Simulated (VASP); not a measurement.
Input of a VASP 6.6.1 run:

Contents of POSCAR:

```
GaN
1.0
    3.1800000000      0.0000000000      0.0000000000
   -1.5900000000      2.7539607840      0.0000000000
    0.0000000000      0.0000000000      5.1660000000
Ga N
2 2
Direct
    0.6666666667      0.3333333333      0.5000000000
    0.3333333333      0.6666666667      0.0000000000
    0.6666666667      0.3333333333      0.8750000000
    0.3333333333      0.6666666667      0.3750000000
```

Contents of INCAR.step1:

```
SYSTEM = GaN
PREC     = Accurate       ! precision mode
ENCUT    = 520            ! plane-wave cutoff, eV
EDIFF    = 1E-5           ! SCF threshold, eV
ISMEAR   = 0              ! smearing method
SIGMA    = 0.02           ! smearing width, eV
LREAL    = .False.        ! projectors in reciprocal space
LASPH    = .True.         ! aspherical terms in the spheres
NELM     = 80             ! most SCF steps
ALGO     = Normal         ! electronic algorithm
ISIF     = 2              ! what is computed and relaxed
LWAVE    = .True.         ! write WAVECAR
LCHARG   = .False.        ! write CHGCAR
GGA      = PE             ! functional
KPAR     = 4
```

INCAR.step2

```
SYSTEM = GaN
PREC     = Accurate       ! precision mode
ENCUT    = 520            ! plane-wave cutoff, eV
EDIFF    = 1E-7           ! SCF threshold, eV
ISMEAR   = 0              ! smearing method
SIGMA    = 0.02           ! smearing width, eV
LREAL    = .False.        ! projectors in reciprocal space
LASPH    = .True.         ! aspherical terms in the spheres
NELM     = 80             ! most SCF steps
ALGO     = Normal         ! electronic algorithm
ISIF     = 2              ! what is computed and relaxed
LWAVE    = .False.        ! write WAVECAR
LCHARG   = .False.        ! write CHGCAR
GGA      = PE             ! functional
LHFCALC  = .True.         ! exact exchange
AEXX     = 0.25           ! exact-exchange fraction
PRECFOCK = Fast         
HFRCUT   = -1           
ISTART   = 1            
KPAR     = 4
```

KPOINTS

```
Automatic mesh
0
Gamma
  6 6 4
  0 0 0
```

The input KPOINTS_OPT:

```
path GMKGALHA,LM,KH
10
line-mode
reciprocal
 0.0000000000  0.0000000000  0.0000000000  G
 0.5000000000  0.0000000000  0.0000000000  M

 0.5000000000  0.0000000000  0.0000000000  M
 0.3333333333  0.3333333333  0.0000000000  K

 0.3333333333  0.3333333333  0.0000000000  K
 0.0000000000  0.0000000000  0.0000000000  G

 0.0000000000  0.0000000000  0.0000000000  G
 0.0000000000  0.0000000000  0.5000000000  A

 0.0000000000  0.0000000000  0.5000000000  A
 0.5000000000  0.0000000000  0.5000000000  L

 0.5000000000  0.0000000000  0.5000000000  L
 0.3333333333  0.3333333333  0.5000000000  H

 0.3333333333  0.3333333333  0.5000000000  H
 0.0000000000  0.0000000000  0.5000000000  A

 0.5000000000  0.0000000000  0.5000000000  L
 0.5000000000  0.0000000000  0.0000000000  M

 0.3333333333  0.3333333333  0.0000000000  K
 0.3333333333  0.3333333333  0.5000000000  H
```

Potentials or basis: VASP PAW PBE potentials, release 64 (Ga_d, N).

Run with:

```sh
$ cat potpaw_PBE.64/Ga_d/POTCAR potpaw_PBE.64/N/POTCAR > POTCAR
$ cp INCAR.step1 INCAR
$ mpirun -np 4 vasp_std > vasp.out
$ cp INCAR.step2 INCAR
$ mpirun -np 4 vasp_std > vasp.out
```

(1) Estimate the largest force.

(2) Predict the band gap along the path.

## Answers

(1) 0.154 eV/Å.

(2) 3.96 eV, direct.

Caveat: the PAW data sets were made with another functional, which shifts forces and pressure a little.

**Measured values to compare with.**

From “Studying electronic properties in GaN without electrical contacts using γ-γ vs e−-γ Perturbed Angular Correlations”, 2019, pmc:6823545, for a bulk crystal of GaN: band gap 3.503 ± 0.005 eV (direct).

A measured gap of GaN is 3.503 eV (direct; quoted in “Studying electronic properties in GaN without electrical contacts using γ-γ vs e−-γ Perturbed Angular Correlations”, 2019, pmc:6823545); the calculated 3.96 eV misses it by +0.45 eV. Spin-orbit coupling on Ga is left out. The value is that of PBE0, without temperature or zero-point motion.
